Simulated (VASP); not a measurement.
A run of VASP 6.6.1:

INCAR

```
SYSTEM = MgO
ALGO = Normal
EDIFF = 1E-6
EDIFFG = -0.005
ENCUT = 600
GGA = PE
IBRION = 2
ISIF = 3
ISMEAR = 0
LASPH = .True.
LCHARG = .False.
LREAL = .False.
LWAVE = .False.
NELM = 100
NSW = 100
PREC = Accurate
SIGMA = 0.02
```

File KPOINTS:

```
k-points
0
Gamma
  12 12 6
  0 0 0
```

Contents of POSCAR:

```
MgO
1.0
    3.3077869865      0.0000000000      0.0000000000
   -1.6538934933      2.8646275606      0.0000000000
    0.0000000000      0.0000000000      4.9828816700
Mg O
2 2
Direct
    0.3333333300      0.6666666700      0.0021597400
    0.6666666700      0.3333333300      0.5021597400
    0.3333333300      0.6666666700      0.4024402600
    0.6666666700      0.3333333300      0.9024402600
```

Potentials or basis: VASP PAW PBE potentials, release 64 (Mg, O).

Run with:

```sh
$ cat potpaw_PBE.64/Mg/POTCAR potpaw_PBE.64/O/POTCAR > POTCAR
$ mpirun -np 1 vasp_std > vasp.out
```

Hardware: 1 thread of AMD EPYC 9R45 (Zen 5) (shared host).

Problem. Estimate the wall time of this run.

Solution. It took 2.2 min on 1 thread of AMD EPYC 9R45 (Zen 5), with other jobs on the host, peak memory 0.19 GiB. Counts: scf iterations 65, k points 76, ion steps 12.
